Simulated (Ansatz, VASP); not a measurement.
Two plane-wave programs on CdTe

```
CELL_PARAMETERS angstrom
0.00000 3.30963 3.30963
3.30963 0.00000 3.30963
3.30963 3.30963 0.00000
ATOMIC_POSITIONS crystal
Cd 0.00000 0.00000 0.00000
Te 0.75000 0.75000 0.75000
```

The cell is a database's computed one.

Alike in both runs: task relaxation of cell and atoms; functional PBE; k mesh 10 × 10 × 10; occupations gaussian, width 0.02 eV; no spin polarisation.

|  | VASP | Ansatz |
| --- | --- | --- |
| version | VASP 6.6.1 | Ansatz 0.2.0 |
| potentials or method | VASP PAW PBE potentials, release 64 (Cd, Te) | scalar-relativistic, plane waves, PAW |
| plane-wave cutoff (eV) | 600 | 420 |
| valence electrons in the cell | 18 | 36 |

Ansatz gave:

```
gap on the k mesh at the Fermi level, each at its own relaxed structure (eV) : 0.58
relaxed volume (Å³/atom)                                                     : 36.25
relaxed cell length with the largest relative difference (Å)                 : 4.681
```

Question: Estimate VASP's values.

Answer: gap on the k mesh at the Fermi level, each at its own relaxed structure (eV): 0.58; relaxed volume (Å³/atom): 36.32; relaxed cell length with the largest relative difference (Å): 4.683.

The two sets of potentials don't hold the same shells in valence.

Caveats: spin-orbit coupling is left out, which moves the levels of the heavy elements. PBE gaps usually lie below the measured ones, often by a third to a half.
